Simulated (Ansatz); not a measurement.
# TePb (Fm-3m) in Ansatz: a series of runs, part 2 of 2

Ansatz 0.2.0. The steps go on from the part before.

## Step 9: Band structure, RPBE+D3(BJ), spin-orbit coupling, no magnetisation (atoms moved at random, drawn with an rms of 0.15 Å)

The input, input.yaml:

```yaml
crystal:
  lattice:
    - [0.0, 3.231, 3.231]
    - [3.231, 0.0, 3.231]
    - [3.231, 3.231, 0.0]
  atoms:
    - { symbol: Pb, position: [0.02772, -0.009554, 0.008193] }
    - { symbol: Te, position: [0.537497, 0.485588, 0.469399] }
kpoints:
  mp_grid: { grid: [5, 5, 5] }
  band_path:
    path:
      - [0.0, 0.0, 0.0]
      - [0.5, 0.0, 0.5]
      - [0.5, 0.25, 0.75]
      - [0.375, 0.375, 0.75]
      - [0.0, 0.0, 0.0]
      - [0.5, 0.5, 0.5]
      - [0.625, 0.25, 0.625]
      - [0.5, 0.25, 0.75]
    npoints: 8
scf:
  occupations: { method: fixed }
hamiltonian:
  xc: rpbe
  dispersion: d3bj
  pseudopotentials: { kind: all_electron, lapw: { basis_error: 0.002 } }
magnetization:
  noncollinear: true
  spin_orbit: true
output:
  forces: true
  stress: true
  eigenvalues: true
```

Potentials or basis: all-electron LAPW, relativistic spinors.

Run with:

```sh
> ansatz run input.yaml --threads 1 --pin off --max-ram 2560MiB --backend cpu --events-out ev --progress --plain --runs-dir out
```

Standard output:

```text
Warning: RAYON_NUM_THREADS=1 ignored (pool sized by the plan → 1); use --threads N
LAPW: plane waves up to 6.966 Å⁻¹, error target 2.0e-3 eV per atom; Dirac's equation on spinors; Te in spheres of 1.512 Å, 24 of its electrons in bands; Pb in spheres of 1.580 Å, 36 of its electrons in bands (how accurate: hamiltonian.pseudopotentials.lapw.basis_error, Limitations)
Engine: ansatz 0.2.0, x86_64-unknown-linux-gnu
Pseudopotentials: kind: all_electron
Pseudopotential: Pb, LAPW, valence charge 36, lapw/all_electron/dirac/gaussian/Pb, Dirac's equation, gaussian nucleus
Pseudopotential: Te, LAPW, valence charge 24, lapw/all_electron/dirac/gaussian/Te, Dirac's equation, gaussian nucleus
Functional definition: RPBE
  parameter kappa = 0.804
  parameter beta = 0.06672455060314922
  exchange = rpbe_x(kappa = kappa, mu = beta*pi^2/3)
[... 43 lines left out ...]
  E_closure    = 0.000000  (closes the sum)
  E_atoms      = -754303.733947  (free atoms, spherical and without spin; not in F)
  Σ components = -754314.376190   (vs F -754314.376190, Δ=0.00e0)
  Basis errors (estimates in eV, not in F): energy 7.7e-4 per atom: plane waves 7.4e-4 (4.1e-4 summed), levels above the bands 0.0e0, relativity 5.6e-7, radial functions 3.0e-5, core shells 3.6e-8; eigenvalues (radial functions only) 2.3e-5; not estimated: angular momenta, meshes, grids; target (lapw.basis_error) 2.0e-3; muffin-tin radii Te 1.512 Å, Pb 1.580 Å
--- Forces (eV/Å), atoms counted from 1 ---
  atom   1  Pb    -0.04819097    -0.02278352     0.00258312
  atom   2  Te     0.04821463     0.02279674    -0.00258524
  max |Σ_I F_I| component: 2.37e-5 eV/Å
--- Stress (GPa, compression-positive) ---
       -9.714538       0.099349      -0.016967
        0.099349     -10.183090      -0.011443
       -0.016967      -0.011443     -10.547165
  P = ⅓ Tr σ = -10.1483 GPa (-101.483 kbar)
--- Band table (eV; the first three rows and the last of 63) ---
  k-point 0: bands = ["-146.9742", "-146.9742", "-127.0076", "-127.0076", "-118.6386", "-118.6386", "-118.6374", "-118.6374", "-118.6357", "-118.6357", "-113.6083", "-113.6083", "-113.6075", "-113.6075", "-113.6064", "-113.6064", "-113.6049", "-113.6049", "-103.7682", "-103.7682", "-94.0807", "-94.0807", "-94.0773", "-94.0773", "-85.5605", "-85.5605", "-63.2790", "-63.2790", "-63.2762", "-63.2762", "-25.2119", "-25.2119", "-25.2075", "-25.2075", "-23.7500", "-23.7500", "-23.7470", "-23.7470", "-23.7432", "-23.7432", "-6.2005", "-6.2005", "-6.1995", "-6.1995", "-3.6370", "-3.6370", "-3.6361", "-3.6361", "-3.6296", "-3.6296", "-0.1059", "-0.1059", "6.4630", "6.4630", "9.7536", "9.7536", "10.8436", "10.8436", "10.8866", "10.8866", "14.4842", "14.4842", "16.4855", "16.4855", "16.6188", "16.6188", "17.7704", "17.7704", "17.8692", "17.8692", "18.0220", "18.0220"]
  k-point 1: bands = ["-146.9742", "-146.9742", "-127.0076", "-127.0076", "-118.6386", "-118.6386", "-118.6374", "-118.6374", "-118.6357", "-118.6357", "-113.6083", "-113.6083", "-113.6075", "-113.6075", "-113.6064", "-113.6064", "-113.6049", "-113.6049", "-103.7682", "-103.7682", "-94.0807", "-94.0807", "-94.0773", "-94.0773", "-85.5605", "-85.5605", "-63.2790", "-63.2790", "-63.2762", "-63.2762", "-25.2119", "-25.2119", "-25.2074", "-25.2073", "-23.7500", "-23.7500", "-23.7469", "-23.7469", "-23.7431", "-23.7431", "-6.2012", "-6.2007", "-6.1986", "-6.1982", "-3.6433", "-3.6422", "-3.6342", "-3.6339", "-3.6256", "-3.6254", "0.2206", "0.2223", "5.4553", "5.4595", "10.0072", "10.0423", "10.9156", "10.9229", "11.2234", "11.2835", "13.5314", "13.5979", "14.9777", "15.0924", "15.3248", "15.3435", "17.7354", "17.7623", "18.4920", "18.5011", "18.5456", "18.5559"]
  k-point 2: bands = ["-146.9742", "-146.9742", "-127.0076", "-127.0076", "-118.6386", "-118.6386", "-118.6374", "-118.6374", "-118.6357", "-118.6357", "-113.6083", "-113.6083", "-113.6075", "-113.6075", "-113.6064", "-113.6064", "-113.6049", "-113.6049", "-103.7682", "-103.7682", "-94.0807", "-94.0807", "-94.0773", "-94.0773", "-85.5605", "-85.5605", "-63.2790", "-63.2790", "-63.2762", "-63.2762", "-25.2117", "-25.2117", "-25.2072", "-25.2072", "-23.7499", "-23.7499", "-23.7467", "-23.7467", "-23.7428", "-23.7428", "-6.2026", "-6.2024", "-6.1960", "-6.1957", "-3.6529", "-3.6523", "-3.6305", "-3.6303", "-3.6189", "-3.6188", "1.0155", "1.0178", "3.8637", "3.8672", "10.4316", "10.4667", "11.1002", "11.1084", "11.6622", "11.7551", "12.3959", "12.4059", "13.5435", "13.5948", "13.9804", "13.9856", "19.2786", "19.3011", "20.3543", "20.3643", "20.4242", "20.4345"]
  k-point 62: bands = ["-146.9742", "-146.9742", "-127.0076", "-127.0076", "-118.6386", "-118.6386", "-118.6374", "-118.6374", "-118.6357", "-118.6357", "-113.6083", "-113.6083", "-113.6075", "-113.6075", "-113.6064", "-113.6064", "-113.6049", "-113.6049", "-103.7682", "-103.7682", "-94.0807", "-94.0807", "-94.0773", "-94.0773", "-85.5605", "-85.5605", "-63.2790", "-63.2790", "-63.2762", "-63.2762", "-25.2116", "-25.2116", "-25.2072", "-25.2072", "-23.7497", "-23.7497", "-23.7466", "-23.7466", "-23.7429", "-23.7429", "-6.2035", "-6.2018", "-6.1976", "-6.1955", "-3.6603", "-3.6544", "-3.6382", "-3.6335", "-3.6156", "-3.6151", "1.4266", "1.4336", "3.6898", "3.7013", "8.8432", "8.8618", "10.1328", "10.2332", "10.8662", "10.9998", "13.5367", "13.5744", "14.5104", "14.5604", "16.1531", "16.2102", "18.9936", "19.0315", "19.7795", "19.8296", "20.3313", "20.3473"]
```

It took 4.1 min on 1 thread of AMD EPYC 7R43 (Zen 3), shared host; peak memory 0.73 GiB.

Results:

```yaml
Free_energy: -754314.3762 eV
Pressure: -10.1 GPa
Largest_force: 0.053 eV/Å
Band_gap_on_the_k_mesh: 0.50 eV, direct
Band_gap_along_the_path: 0.40 eV, indirect (least direct gap 0.42 eV)
```

Forces on the atoms (eV/Å):
```
Pb  -0.048 -0.023  0.003
Te   0.048  0.023 -0.003
```

Levels at the corners of the path, in eV from the valence-band top:
| point | band 57 | band 58 | band 59 | band 60 | band 61 | band 62 | band 63 | band 64 |
| --- | --- | --- | --- | --- | --- | --- | --- | --- |
| Γ | -0.98 | -0.98 | -0.94 | -0.94 | 2.66 | 2.66 | 4.66 | 4.66 |
| X | -3.12 | -3.12 | -2.41 | -2.41 | 3.33 | 3.33 | 4.75 | 4.75 |
| W | -3.74 | -3.70 | -0.38 | -0.34 | 1.70 | 1.73 | 5.16 | 5.17 |
| K | -2.53 | -2.50 | -1.81 | -1.78 | 3.08 | 3.12 | 4.10 | 4.19 |
| Γ | -0.98 | -0.98 | -0.94 | -0.94 | 2.66 | 2.66 | 4.66 | 4.66 |
| L | -0.70 | -0.70 | -0.03 | -0.03 | 0.40 | 0.40 | 1.50 | 1.50 |
| U | -2.54 | -2.44 | -1.86 | -1.74 | 3.06 | 3.24 | 4.02 | 4.35 |
| W | -3.74 | -3.70 | -0.38 | -0.34 | 1.70 | 1.73 | 5.16 | 5.17 |

Caveat: the mesh misses the band edges, which the band path finds closer together.
